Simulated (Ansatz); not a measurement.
# Germanium, hcp under BLYP: structure, energy and stiffness, part 2 of 2

Aim: take germanium in the hcp structure, relax it, solve it on a dense k-mesh, then scale the cell to 7 volumes from 88 to 112 % of the relaxed one and try a fit of the equation of state. Spin polarisation is left out. The k-meshes are 12×12×7 for the relaxation; 19×19×11 for the dense run; 13×13×7 for the volumes.

Ansatz 0.2.0; DFT, BLYP, plane waves (420 eV) with PAW, scalar-relativistic. The steps go on from the part before.

## (5) The cell scaled to 92 % of its volume

This is Ge in the hcp structure; at room conditions it is diamond.

input.yaml

```yaml
crystal:
  lattice:
    - [3.0942134736, 0.0, 0.0]
    - [-1.5471067368, 2.6796674729, 0.0]
    - [0.0, 0.0, 4.7854338906]
  atoms:
    - { symbol: Ge, position: [0.3333333333, 0.6666666667, 0.25] }
    - { symbol: Ge, position: [0.6666666667, 0.3333333333, 0.75] }
hamiltonian:
  xc: blyp
  pseudopotentials:
    kind: paw
    azcp:
      Ge: "pseudopotentials/Ge.paw.azcp"
basis:
  ecutwfc: 420
  fft_grid_basis: typed
kpoints:
  mp_grid: { grid: [13, 13, 7], shift: [0, 0, 0] }
magnetization:
  spin_polarized: false
scf:
  occupations: { method: fermi_dirac, width: 0.1 }
  lower_state_search: "off"
output:
  stress: true
```

The program printed, cut to the lines that bear on the results:

```text
Warning: RAYON_NUM_THREADS=2 ignored (pool sized by the plan → 2); use --threads N
[...]
Pseudopotentials: kind: paw
Pseudopotential: Ge, paw, valence charge 14, recommended cutoff 420 eV (normal), <dir>
Functional definition: BLYP
[...]
Crystal: 2 atoms, lattice volume = 39.678 Å³
Basis set: ecut = 420 eV, 759 PW (Γ), exchange–correlation on 48×48×64 points (8 copies of the dense FFT grid, shifted against one another)
Bands: 18, of which v1, the nominal top of the filled ones, is band 14 counted from 1 (13 counted from 0)
Symmetry: 24 space group operations
Space group: P63/mmc (ITA 194), of the structure as read, at distance tolerance 3.4e-5 Å
k-points: 84 of 1183
[...]
SCF iter   1: F=—  HF=-8609.379243 eV  |F-HF|=—  |Δ(HF+E_count)|=         —  Δρ=8.24e-3  dr2=2.27e-2  ethr=1.77e-3  ⟨swp⟩=4.9  Hψ=6162  notcnv=0
[...]
SCF iter   6: F=-8609.372627 eV  HF=-8609.372627 eV  |F-HF|=9.73e-8  |Δ(HF+E_count)|=   6.05e-8  Δρ=1.27e-5  dr2=2.74e-8  ethr=3.57e-10  ⟨swp⟩=4.0  Hψ=5374  notcnv=0
[...]
SCF converged after 6 iterations
Free energy (F): -8609.372627 eV
[...]
E sigma→0 (E₀):  -8609.356872 eV
Entropy (-TS):   -0.031510 eV (-15.755 meV/atom)
Fermi energy:    10.804207 eV
[...]
--- Stress (GPa, compression-positive) ---
        4.395804      -0.000000       0.000000
       -0.000000       4.395804      -0.000000
        0.000000      -0.000000       5.497342
  P = ⅓ Tr σ = 4.7630 GPa (47.630 kbar)
```

It took 1.3 s on 2 threads of Arm Neoverse V2, shared host; peak memory 0.33 GiB.

## (6) The cell scaled to 96 % of its volume

input.yaml, as its differences from that of step 5:

```diff
@@ -2,5 +2,5 @@
   lattice:
-    - [3.0942134736, 0.0, 0.0]
-    - [-1.5471067368, 2.6796674729, 0.0]
-    - [0.0, 0.0, 4.7854338906]
+    - [3.1384224961, 0.0, 0.0]
+    - [-1.5692112481, 2.7179536094, 0.0]
+    - [0.0, 0.0, 4.8538064694]
   atoms:
```

The program printed, cut to the lines that bear on the results:

```text
Warning: RAYON_NUM_THREADS=2 ignored (pool sized by the plan → 2); use --threads N
[...]
[... 3 set-up lines as earlier in the session ...]
[...]
Crystal: 2 atoms, lattice volume = 41.403 Å³
Basis set: ecut = 420 eV, 797 PW (Γ), exchange–correlation on 48×48×72 points (8 copies of the dense FFT grid, shifted against one another)
Bands: 18, of which v1, the nominal top of the filled ones, is band 14 counted from 1 (13 counted from 0)
[... 2 set-up lines as earlier in the session ...]
k-points: 84 of 1183
[...]
SCF iter   1: F=—  HF=-8609.415927 eV  |F-HF|=—  |Δ(HF+E_count)|=         —  Δρ=7.91e-3  dr2=2.26e-2  ethr=1.77e-3  ⟨swp⟩=4.8  Hψ=6163  notcnv=0
[...]
SCF iter   6: F=-8609.409249 eV  HF=-8609.409249 eV  |F-HF|=3.01e-8  |Δ(HF+E_count)|=   1.43e-6  Δρ=6.30e-6  dr2=1.10e-8  ethr=3.57e-10  ⟨swp⟩=2.8  Hψ=5844  notcnv=0
[...]
SCF converged after 6 iterations
Free energy (F): -8609.409249 eV
[...]
E sigma→0 (E₀):  -8609.392804 eV
Entropy (-TS):   -0.032891 eV (-16.445 meV/atom)
Fermi energy:    10.201291 eV
[...]
--- Stress (GPa, compression-positive) ---
        1.836592       0.000000      -0.000000
        0.000000       1.836592       0.000000
       -0.000000       0.000000       2.736833
  P = ⅓ Tr σ = 2.1367 GPa (21.367 kbar)
```

Run time: 1.5 s. Hardware: 2 threads of Arm Neoverse V2, shared host; peak memory 0.33 GiB.

## (7) The cell scaled to 100 % of its volume

input.yaml, as its differences from that of step 6:

```diff
@@ -2,5 +2,5 @@
   lattice:
-    - [3.1384224961, 0.0, 0.0]
-    - [-1.5692112481, 2.7179536094, 0.0]
-    - [0.0, 0.0, 4.8538064694]
+    - [3.1814199281, 0.0, 0.0]
+    - [-1.5907099641, 2.7551904779, 0.0]
+    - [0.0, 0.0, 4.9203052324]
   atoms:
```

The program printed, cut to the lines that bear on the results:

```text
Warning: RAYON_NUM_THREADS=2 ignored (pool sized by the plan → 2); use --threads N
[...]
[... 3 set-up lines as earlier in the session ...]
[...]
Crystal: 2 atoms, lattice volume = 43.129 Å³
Basis set: ecut = 420 eV, 857 PW (Γ), exchange–correlation on 48×48×72 points (8 copies of the dense FFT grid, shifted against one another)
Bands: 18, of which v1, the nominal top of the filled ones, is band 14 counted from 1 (13 counted from 0)
[... 2 set-up lines as earlier in the session ...]
k-points: 84 of 1183
[...]
SCF iter   1: F=—  HF=-8609.427186 eV  |F-HF|=—  |Δ(HF+E_count)|=         —  Δρ=7.61e-3  dr2=2.25e-2  ethr=1.77e-3  ⟨swp⟩=4.8  Hψ=6143  notcnv=0
[...]
SCF iter   6: F=-8609.420445 eV  HF=-8609.420445 eV  |F-HF|=4.75e-8  |Δ(HF+E_count)|=   1.31e-5  Δρ=6.80e-6  dr2=1.60e-8  ethr=3.57e-10  ⟨swp⟩=3.0  Hψ=6312  notcnv=0
[...]
SCF converged after 6 iterations
Free energy (F): -8609.420445 eV
[...]
E sigma→0 (E₀):  -8609.403255 eV
Entropy (-TS):   -0.034381 eV (-17.191 meV/atom)
Fermi energy:    9.647378 eV
[...]
--- Stress (GPa, compression-positive) ---
       -0.212715      -0.000000       0.000000
       -0.000000      -0.212715       0.000000
        0.000000       0.000000       0.485747
  P = ⅓ Tr σ = 0.0201 GPa (0.201 kbar)
```

Run time: 1.6 s. Hardware: 2 threads of Arm Neoverse V2, shared host; peak memory 0.33 GiB.

## (8) The cell scaled to 104 % of its volume

input.yaml, as its differences from that of step 7:

```diff
@@ -2,5 +2,5 @@
   lattice:
-    - [3.1814199281, 0.0, 0.0]
-    - [-1.5907099641, 2.7551904779, 0.0]
-    - [0.0, 0.0, 4.9203052324]
+    - [3.2232855177, 0.0, 0.0]
+    - [-1.6116427588, 2.791447142, 0.0]
+    - [0.0, 0.0, 4.9850535158]
   atoms:
```

The program printed, cut to the lines that bear on the results:

```text
Warning: RAYON_NUM_THREADS=2 ignored (pool sized by the plan → 2); use --threads N
[...]
[... 3 set-up lines as earlier in the session ...]
[...]
Crystal: 2 atoms, lattice volume = 44.854 Å³
Basis set: ecut = 420 eV, 881 PW (Γ), exchange–correlation on 48×48×72 points (8 copies of the dense FFT grid, shifted against one another)
Bands: 18, of which v1, the nominal top of the filled ones, is band 14 counted from 1 (13 counted from 0)
[... 1 set-up line as earlier in the session ...]
Space group: P63/mmc (ITA 194), of the structure as read, at distance tolerance 3.6e-5 Å
k-points: 84 of 1183
[...]
SCF iter   1: F=—  HF=-8609.417968 eV  |F-HF|=—  |Δ(HF+E_count)|=         —  Δρ=7.36e-3  dr2=2.25e-2  ethr=1.77e-3  ⟨swp⟩=4.8  Hψ=6140  notcnv=0
[...]
SCF iter   7: F=-8609.411138 eV  HF=-8609.411138 eV  |F-HF|=5.88e-9  |Δ(HF+E_count)|=   3.42e-8  Δρ=8.38e-6  dr2=2.54e-8  ethr=3.57e-10  ⟨swp⟩=2.3  Hψ=5749  notcnv=0
[...]
SCF converged after 7 iterations
Free energy (F): -8609.411138 eV
[...]
E sigma→0 (E₀):  -8609.393057 eV
Entropy (-TS):   -0.036163 eV (-18.082 meV/atom)
Fermi energy:    9.136244 eV
[...]
--- Stress (GPa, compression-positive) ---
       -1.859477       0.000000       0.000000
        0.000000      -1.859477       0.000000
        0.000000       0.000000      -1.340685
  P = ⅓ Tr σ = -1.6865 GPa (-16.865 kbar)
```

Wall time 1.6 s (2 threads of Arm Neoverse V2, shared host); peak memory 0.33 GiB.

## (9) The cell scaled to 108 % of its volume

input.yaml, as its differences from that of step 8:

```diff
@@ -2,5 +2,5 @@
   lattice:
-    - [3.2232855177, 0.0, 0.0]
-    - [-1.6116427588, 2.791447142, 0.0]
-    - [0.0, 0.0, 4.9850535158]
+    - [3.264090932, 0.0, 0.0]
+    - [-1.632045466, 2.8267856674, 0.0]
+    - [0.0, 0.0, 5.0481621586]
   atoms:
@@ -26 +26,5 @@
   stress: true
+  write_density: true
+  write_potential: true
+  elf: true
+  volumetric_format: npy
```

The program printed, cut to the lines that bear on the results:

```text
Warning: RAYON_NUM_THREADS=2 ignored (pool sized by the plan → 2); use --threads N
[...]
[... 3 set-up lines as earlier in the session ...]
[...]
Crystal: 2 atoms, lattice volume = 46.579 Å³
Basis set: ecut = 420 eV, 929 PW (Γ), exchange–correlation on 48×48×72 points (8 copies of the dense FFT grid, shifted against one another)
Bands: 18, of which v1, the nominal top of the filled ones, is band 14 counted from 1 (13 counted from 0)
[... 2 set-up lines as earlier in the session ...]
k-points: 84 of 1183
[...]
SCF iter   1: F=—  HF=-8609.392211 eV  |F-HF|=—  |Δ(HF+E_count)|=         —  Δρ=7.19e-3  dr2=2.28e-2  ethr=1.77e-3  ⟨swp⟩=4.8  Hψ=6140  notcnv=0
[...]
SCF iter   7: F=-8609.385315 eV  HF=-8609.385315 eV  |F-HF|=3.06e-9  |Δ(HF+E_count)|=   3.14e-7  Δρ=8.33e-6  dr2=2.33e-8  ethr=3.57e-10  ⟨swp⟩=9.0  Hψ=10500  notcnv=0
[...]
SCF converged after 7 iterations
Free energy (F): -8609.385315 eV
[...]
E sigma→0 (E₀):  -8609.366209 eV
Entropy (-TS):   -0.038211 eV (-19.105 meV/atom)
Fermi energy:    8.661974 eV
[...]
--- Stress (GPa, compression-positive) ---
       -3.180816       0.000000       0.000000
       -0.000000      -3.180816       0.000000
        0.000000       0.000000      -2.816903
  P = ⅓ Tr σ = -3.0595 GPa (-30.595 kbar)
--- Band table (eV; the first three rows and the last of 84) ---
  k-point 0: bands = ["-16.1321", "-16.1321", "-16.1284", "-16.1284", "-16.1274", "-16.1241", "-16.1225", "-16.1225", "-16.0829", "-16.0829", "-2.9599", "1.4499", "4.5514", "13.3309", "13.3309", "15.0195", "15.0195", "16.2158"]
[...]
```

Wall time 2.3 s (2 threads of Arm Neoverse V2, shared host); peak memory 0.34 GiB.

## (10) The cell scaled to 112 % of its volume

input.yaml, as its differences from that of step 9:

```diff
@@ -2,5 +2,5 @@
   lattice:
-    - [3.264090932, 0.0, 0.0]
-    - [-1.632045466, 2.8267856674, 0.0]
-    - [0.0, 0.0, 5.0481621586]
+    - [3.3039008425, 0.0, 0.0]
+    - [-1.6519504212, 2.8612620612, 0.0]
+    - [0.0, 0.0, 5.1097311797]
   atoms:
@@ -26,5 +26 @@
   stress: true
-  write_density: true
-  write_potential: true
-  elf: true
-  volumetric_format: npy
```

The program printed, cut to the lines that bear on the results:

```text
Warning: RAYON_NUM_THREADS=2 ignored (pool sized by the plan → 2); use --threads N
[...]
[... 3 set-up lines as earlier in the session ...]
[...]
Crystal: 2 atoms, lattice volume = 48.304 Å³
Basis set: ecut = 420 eV, 953 PW (Γ), exchange–correlation on 48×48×72 points (8 copies of the dense FFT grid, shifted against one another)
Bands: 18, of which v1, the nominal top of the filled ones, is band 14 counted from 1 (13 counted from 0)
[... 2 set-up lines as earlier in the session ...]
k-points: 84 of 1183
[...]
SCF iter   1: F=—  HF=-8609.353528 eV  |F-HF|=—  |Δ(HF+E_count)|=         —  Δρ=7.22e-3  dr2=2.32e-2  ethr=1.77e-3  ⟨swp⟩=4.8  Hψ=6132  notcnv=0
[...]
SCF iter   7: F=-8609.346217 eV  HF=-8609.346217 eV  |F-HF|=7.31e-10  |Δ(HF+E_count)|=   5.50e-7  Δρ=5.74e-6  dr2=2.14e-8  ethr=3.57e-10  ⟨swp⟩=4.0  Hψ=4569  notcnv=0
[...]
SCF converged after 7 iterations
Free energy (F): -8609.346217 eV
[...]
E sigma→0 (E₀):  -8609.326024 eV
Entropy (-TS):   -0.040387 eV (-20.194 meV/atom)
Fermi energy:    8.220164 eV
[...]
--- Stress (GPa, compression-positive) ---
       -4.240418       0.000000       0.000000
        0.000000      -4.240418       0.000000
        0.000000       0.000000      -4.003957
  P = ⅓ Tr σ = -4.1616 GPa (-41.616 kbar)
```

Wall time 1.5 s (2 threads of Arm Neoverse V2, shared host); peak memory 0.34 GiB.

## (11) Energy and pressure against volume

All volumes keep the relaxed shape and fractional coordinates.

| V (Å³/atom) | E − E₀ (meV/atom) | P from the stress (GPa) | P from the fit (GPa) |
| --- | --- | --- | --- |
| 18.977 | 57.0 | 8.04 | 7.98 |
| 19.839 | 23.2 | 4.76 | 4.70 |
| 20.702 | 5.2 | 2.14 | 2.07 |
| 21.564 | 0.0 | 0.02 | -0.06 |
| 22.427 | 5.1 | -1.69 | -1.77 |
| 23.289 | 18.5 | -3.06 | -3.16 |
| 24.152 | 38.6 | -4.16 | -4.28 |

Fit (Birch-Murnaghan, third order): V₀ = 21.539 Å³/atom, B₀ = 48 GPa, B₀′ = 4.3, largest residual 0.02 meV/atom.

Fit and stress differ a little: one follows E(σ → 0), the other the smeared free energy.

## (12) What came out

What follows sums up all 2 parts.

```
                      quantity                                   value
space group (spins left aside)                      P6_3/mmc (No. 194)
             conventional cell  a = 3.181 Å, c = 4.920 Å (c/a = 1.547)
                        volume                          21.564 Å³/atom
             shortest distance                                 3.070 Å
               gap on the mesh            none (levels filled in part)
           relative to diamond                           +520 meV/atom
                   V₀, B₀, B₀′             21.539 Å³/atom, 48 GPa, 4.3
```

From the guessed start the volume grew by 12.1 % in 9 steps. Against the reference form of germanium (diamond, computed apart with the same settings) it stands 520 meV/atom higher. Levels at the Fermi energy are filled in part, as in a metal. The fitted modulus is 48 GPa; letting shape and positions relax at each volume could only lower it. The symmetry was held, so the structure may be unstable against distortions that break it.
